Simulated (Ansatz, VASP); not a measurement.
## One calculation of TiB2, two programs

File INCAR:

```
ALGO     = Normal         # electronic algorithm
EDIFF    = 1E-7           # SCF threshold, eV
EDIFFG   = -0.05          # ionic threshold
ENCUT    = 600            # plane-wave cutoff, eV
GGA      = CA             # functional
IBRION   = 2              # ionic algorithm
ISIF     = 3              # what is computed and relaxed
ISMEAR   = 0              # smearing method
LASPH    = True           # aspherical terms in the spheres
LCHARG   = False          # write CHGCAR
LREAL    = False          # projectors in reciprocal space
LWAVE    = False          # write WAVECAR
NELM     = 100            # most SCF steps
NSW      = 100            # ionic steps
PREC     = Accurate       # precision mode
SIGMA    = 0.1            # smearing width, eV
```

Contents of KPOINTS:

```
k-points
0
Gamma
  9 9 6
```

Contents of POSCAR:

```
TiB2
1.0
    3.0259273100      0.0000000000      0.0000000000
   -1.5129636600      2.6205299200      0.0000000000
    0.0000000000      0.0000000000      3.2287677100
Ti B
1 2
Direct
    0.0000000000      0.0000000000      0.0000000000
    0.3333333300      0.6666666700      0.5000000000
    0.6666666700      0.3333333300      0.5000000000
```

Input for Ansatz:

```yaml
crystal:
  lattice:
    - [3.02592731, 0.0, 0.0]
    - [-1.51296366, 2.62052992, 0.0]
    - [0.0, 0.0, 3.22876771]
  atoms:
    - { symbol: Ti, position: [0.0, 0.0, 0.0] }
    - { symbol: B, position: [0.33333333, 0.66666667, 0.5] }
    - { symbol: B, position: [0.66666667, 0.33333333, 0.5] }
basis:
  ecutwfc: 420
kpoints:
  mp_grid: { grid: [9, 9, 6] }
hamiltonian:
  xc: lda
  pseudopotentials: { kind: paw, azcp: { folder: soft_1 } }
scf:
  occupations: { method: gaussian, width: 0.1 }
output:
  forces: true
  stress: true
  eigenvalues: true
relax:
  adjacent_minimum: "off"
  f_tol: 0.05
  max_steps: 80
  cell: { stress_tol: 0.5 }
```

The cell is a database's computed one.

Alike in both runs: task relaxation of cell and atoms; functional LDA; k mesh 9 × 9 × 6; occupations gaussian, width 0.1 eV; no spin polarisation.

|  | VASP | Ansatz |
| --- | --- | --- |
| version | VASP 6.6.1 | Ansatz 0.2.0 |
| potentials or method | VASP PAW LDA potentials, release 64 (Ti_sv, B) | scalar-relativistic, plane waves, PAW |
| plane-wave cutoff (eV) | 600 | 420 |
| valence electrons in the cell | 18 | 18 |

```csv
,VASP,Ansatz,Ansatz less VASP
"gap on the k mesh at the Fermi level, each at its own relaxed structure (eV)",none,none,-
relaxed volume (Å³/atom),8.18,8.18,-0.009
relaxed cell length with the largest relative difference (Å),3.159,3.157,-0.0012
energy change over the relaxation (meV/atom),-12,-13,-1.1
```

A gap of «none» marks a metal or a gap that the smearing closes. Ansatz warned: «pseudo_functional_mismatch».
